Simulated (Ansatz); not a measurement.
# Ba: the cost of one run

Program: Ansatz 0.2.0. Level of theory: DFT r2SCAN, scalar-relativistic, plane waves, PAW. These are calculated values, not measurements.

3 further runs of the same task are left out: 1 that didn't finish, 2 set aside as unsound or not needed.

**1. The structure to begin with**

It takes space group Im-3m (No. 229, cubic). Conventional cell: a = 5.000 Å, b = 5.000 Å, c = 5.000 Å, α = 90.00°, β = 90.00°, γ = 90.00°. Ba (site symmetry m-3m) has 8 Ba at 4.33 Å as nearest neighbours.

Structure file:

```xyz
1
Lattice="-2.5000 2.5000 2.5000 2.5000 -2.5000 2.5000 2.5000 2.5000 -2.5000" Properties=species:S:1:pos:R:3 pbc="T T T"
Ba    0.0000    0.0000    0.0000
```

The structure comes from the Crystallography Open Database.

**2. Functional and cell changed: r2SCAN**

Against the listed cell: strain xx, yy, zz, yz, xz, xy = +4.2, +4.2, +4.2, +0.0, +0.0, +0.0 %.

input.yaml reads:

```yaml
crystal:
  lattice:
    - [-2.60415, 2.60415, 2.60415]
    - [2.60415, -2.60415, 2.60415]
    - [2.60415, 2.60415, -2.60415]
  atoms:
    - { symbol: Ba, position: [0.0, 0.0, 0.0] }
basis:
  ecutwfc: 500
kpoints:
  mp_grid: { grid: [12, 12, 12] }
hamiltonian:
  xc: r2scan
scf:
  occupations: { method: gaussian, width: 0.1 }
output:
  forces: true
  stress: true
  eigenvalues: true
```

The run is started by

```
> ansatz run input.yaml --threads 1 --pin off --max-ram 1331MiB --backend cpu --events-out ev --progress --plain --runs-dir out
```

What time and memory should one allow on 1 thread of an Arm CPU, shared host?

About 9.8 s, with a peak of 0.56 GiB.
